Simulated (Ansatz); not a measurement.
Runs of Ansatz 0.2.0 on NaHF2. It takes space group R-3m (No. 166, trigonal). Conventional cell: a = 3.474 Å, b = 3.474 Å, c = 13.750 Å, α = 90.00°, β = 90.00°, γ = 120.00°. Around Na (site symmetry -3m) lie 6 F at 2.32 Å. Around F (site symmetry 3m) lie 1 H at 1.13 Å. H (site symmetry -3m) has 2 F at 1.13 Å as nearest neighbours. 

```csv
level,gap on the mesh (eV),pressure (GPa),relaxed volume (Å³/atom)
r2SCAN+D4,(b),0.0,11.53
r2SCAN+D3(BJ),7.88,0.0,11.42
r2SCAN+D3(BJ)-ATM,(a),0.0,11.47
r2SCAN+rVV10,(c),0.0,11.41
r2SCAN,7.82,0.0,11.62
```

Alike in all rows: task relaxation of cell and atoms; potentials or basis Ansatz PAW; no spin polarisation; cell relaxed; k mesh 9 × 9 × 9; cutoff (eV) 500; smearing fermi-dirac 0.05 eV.

Q: Fill in the values left out.

A: (a) 7.87; (b) 7.85; (c) 7.78.

Caveats: odd divisions of the mesh miss points on the zone boundary, where band edges often lie, so the gap on the mesh can be too wide; the plane-wave basis is chosen anew once the cell has moved, so the energies of steps on either side of that aren't comparable; the PAW data sets come from PBE, with cores solved anew for the run's functional, which leaves a small shift of forces and pressure; the dispersion damping was fitted for another functional or another form of the correction (some runs).

A k mesh can miss the band edges.
